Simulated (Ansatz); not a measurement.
Runs of Ansatz 0.2.0 on HgTe. Symmetry: Fm-3m, No. 225, cubic system. The conventional cell has a = 6.360 Å, b = 6.360 Å, c = 6.360 Å, α = 90.00°, β = 90.00°, γ = 90.00°. Hg (site symmetry m-3m) is surrounded by 6 Te at 3.18 Å. Around Te (site symmetry m-3m) lie 6 Hg at 3.18 Å. Measurements of this composition are mostly on another form, of space group No. 216.

| task | level | cell | k mesh | smearing | atoms under strain | gap on the mesh (eV) | pressure (GPa) |
| --- | --- | --- | --- | --- | --- | --- | --- |
| single point | PBE | as given | 7 × 7 × 7 | gaussian 0.029 eV | - | none | -3.8 |
| elastic constants | PBE | as given | 5 × 5 × 5 | fermi-dirac 0.05 eV | relaxed | none | -3.6 |
| single point | PBE | as given | 7 × 7 × 7 | gaussian 0.03 eV | - | none | -3.8 |
| phonons | LDA | as given | 5 × 5 × 5 | fermi-dirac 0.05 eV | - | none | - |
| phonons | PBE | as given | 5 × 5 × 5 | fermi-dirac 0.05 eV | - | none | - |
| elastic constants | LDA | as given | 5 × 5 × 5 | fermi-dirac 0.05 eV | clamped | none | (a) |
| relaxation of cell and atoms | BLYP+D4 | relaxed | 7 × 7 × 7 | fermi-dirac 0.05 eV | - | none | 0.0 |

Alike in all rows: potentials or basis Ansatz PAW; no spin polarisation; cutoff (eV) 420.

**Question.** Fill in the values left out.

**Answer.** (a) -7.7.

Caveats: the PAW data sets come from PBE, with cores solved anew for the run's functional, which leaves a small shift of forces and pressure (some runs); the cell is more than 3 GPa from zero pressure, which shifts response properties (some runs); elastic constants of metals need much finer meshes, so these are rough (some runs); the elastic tensor has a negative eigenvalue, so either the cell is unstable as it stands or the mesh is too thin (some runs); the plane-wave basis is chosen anew once the cell has moved, so the energies of steps on either side of that aren't comparable (some runs); pairwise dispersion overbinds metals, which lowers pressure and volume (some runs).

A k mesh can miss the band edges, and the runs leave out spin-orbit coupling on Hg, Te.

A gap of «none» marks a metal or a gap under the smearing width.
